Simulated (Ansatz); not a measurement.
Take LaAlO3 (space group R-3c, No. 167; a = 5.413 Å, c = 13.193 Å (hexagonal axes)) as the base. Axes: x lies along a and z along c of the hexagonal cell.

(Cell as relaxed with PBE.)

Levels (all Ansatz, a first-principles code, PAW): PBE (420 eV, no spin-orbit coupling); PBEsol (420 eV, no spin-orbit coupling).

Each level relaxes its own structure.

```json
[
 {"base": "volume per atom", "PBE": "11.16 Å³", "PBEsol": "10.80 Å³"},
 {"base": "lattice parameter a", "PBE": "5.413 Å", "PBEsol": "5.353 Å"},
 {"base": "band gap", "PBE": "4.02 eV", "PBEsol": "3.94 eV"}
]
```

The change: biaxial strain −4.59 %, plane normal [001], relaxed out of plane (Cartesian); in-plane vectors clamped, the third vector and the atoms free.

| quantity | PBE | PBEsol |
|---|---|---|
| out-of-plane strain | +2.28 % | [?] |
| shift of the gap caused by the change | -0.57 eV | [?] |
| band gap | 3.45 eV | [?] |
| mean in-plane stress (compression positive) | +22.5 GPa | [?] |

**Question.** Predict the PBEsol column.

**Answer.** 
- out-of-plane strain, PBEsol: +2.40 %
- shift of the gap caused by the change, PBEsol: -0.68 eV
- band gap, PBEsol: 3.26 eV
- mean in-plane stress (compression positive), PBEsol: +24.0 GPa

PBE's out-of-plane strain lies 0.12 % below PBEsol's; PBE's shift of the gap caused by the change lies 0.105 eV above PBEsol's; PBE's band gap lies 0.19 eV above PBEsol's; PBE's in-plane stress lies 1.5 GPa below PBEsol's. Neither level is exact; PBEsol is the comparison here, not a measurement.

Whether these cells are dynamically stable was not tested.
